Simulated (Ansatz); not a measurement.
Crystal: ZnCu.

```
CELL_PARAMETERS angstrom
2.94500 0.00000 0.00000
0.00000 2.94500 0.00000
0.00000 0.00000 2.94500
ATOMIC_POSITIONS crystal
Zn 0.50000 0.50000 0.50000
Cu 0.00000 0.00000 0.00000
```

Base run:

| Quantity | Value |
| --- | --- |
| Program | Ansatz 0.2.0 |
| Functional | PBEsol |
| Potentials or basis | all-electron LAPW, non-relativistic |
| Cutoff | 295 eV |
| Density cutoff | 1182 eV |
| Basis error allowed | 0.001 eV/atom |
| k mesh | 9 × 9 × 9 |
| Occupations | fermi-dirac, width 0.05 eV |
| Spin | no spin polarisation |

Its results: pressure -1.0 GPa.

Question: After a change of settings the same cell gave: pressure -4.5 GPa. Which change was it?
A. functional from PBEsol to LDA; potentials or basis from all-electron LAPW, non-relativistic to all-electron LAPW, scalar-relativistic
B. functional from PBEsol to PBE; potentials or basis from all-electron LAPW, non-relativistic to all-electron LAPW, scalar-relativistic
C. potentials or basis from all-electron LAPW, non-relativistic to all-electron LAPW, scalar-relativistic

Answer: C.

Not every run made on this cell is shown here.
